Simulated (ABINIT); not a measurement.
The system is BAs.

```
As B
1.0
     0.00000    2.38850    2.38850
     2.38850    0.00000    2.38850
     2.38850    2.38850    0.00000
As B
1 1
Cartesian
  3.5827 3.5827 3.5827
  0.0000 0.0000 0.0000
```

Program: ABINIT 10.8.3 (patched build). Alike in all runs: task band structure; potentials or basis JTH PAW PBE v2.0; no spin polarisation; cell as given; k mesh 10 × 10 × 10; cutoff (eV) 490; smearing fermi-dirac 0.05 eV.

**Question.** Order these runs on this cell by their pressure, lowest first.
A. level r2SCAN
B. level BLYP
C. level AM05
D. level PBE
E. level LDA

**Answer.** E (-3.8 GPa), C (-0.9 GPa), A (0.7 GPa), D (2.8 GPa), B (7.6 GPa).

Caveats: the PAW data sets were made with another functional, which shifts forces and pressure a little (some runs).
